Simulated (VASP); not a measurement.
# Bulk modulus of insulating or semiconducting compounds of the fluorite structure type: r2SCAN against PBE

VASP (plane waves, PAW); cells keep the symmetry of their structure type. Static lattice, from a third-order Birch-Murnaghan fit over five volumes at each level.

Here x stands for PBE B0 and y for r2SCAN B0.

```
solid  PBE B0 (GPa)  r2SCAN B0 (GPa)  cut-off (eV)
-----  ------------  ---------------  ------------
SrCl2          33.6                ?           520
BaF2           53.2             60.1           520
PbF2           66.6             77.0           520
CaF2           77.5             89.7           520
CdF2           93.4            113.0           520
ZrO2          235.4            256.4           520
HfO2          251.7            276.4           520
```

Task: Fit y against x with a straight line, and predict the withheld value at x = 33.6.

Result: With u = x - 130, the rows have u = -76.80, -63.40, -52.50, -36.60, 105.40, 121.70. Means: u -0.36667, y 145.43. About the means, the sum of products is 42640 and the sum of squares of u is 39933; the slope is their ratio. Least squares gives y = 145.82 + 1.06779·u. Residuals (row less fit): -3.71, -1.12, -0.06, 6.26, -1.97, 0.63; standard error 3.82 (degrees of freedom: 4). The slope is 1.07 with a standard error of 0.019. At the withheld row, u = -96.40, so y = 145.82 + 1.06779 × (-96.40) = 42.89 GPa. The calculation gives 37.6 GPa, 5.29 GPa below the prediction (2.2 % of the range of y in the table). The row lies outside the fitted rows, so this is an extrapolation. From the scatter of the fitted rows alone, a prediction at this place has a standard error of 4.52 GPa, so the miss is 1.2 times that.

PbF2 is here the β form. ZrO2 is here the high-temperature cubic form, which is unstable at 0 K; the monoclinic form is the stable one. HfO2 is here the high-temperature cubic form, which is unstable at 0 K; the monoclinic form is the stable one. The rows are a random draw from the solids of this series computed here; series whose standard error about the line passes 12 to 30 % of the range of y, or with no trend, aren't shown in this form.
